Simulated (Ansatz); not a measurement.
SnSe in Ansatz: the effect of functional

The system is SnSe.

```
CELL_PARAMETERS angstrom
0.00000 3.01000 3.01000
3.01000 0.00000 3.01000
3.01000 3.01000 0.00000
ATOMIC_POSITIONS crystal
Sn 0.00000 0.00000 0.00000
Se 0.50000 0.50000 0.50000
```

Measurements of this composition are mostly on another form, of space group No. 62.

Alike in all runs:

* Program: Ansatz 0.2.0
* Task: single point
* Potentials or basis: all-electron PAW datasets made for the crystal
* k mesh: 6 × 6 × 6
* Occupations: fermi-dirac, width 0.05 eV
* Spin: no spin polarisation

```tsv
functional	cutoff	gap on the mesh (eV)	pressure (GPa)
PBEsol	240 eV (chosen from the basis error)	?	?
HSE06	270 eV (chosen from the basis error)	0.40	-0.6
PBE0	270 eV (chosen from the basis error)	0.63	-0.5
```

What does the run with functional PBEsol give?

gap on the mesh 0.64 eV; pressure -2.3 GPa.

Caveats: spin-orbit coupling is left out, which moves the levels of the heavy elements.

A k mesh can miss the band edges.
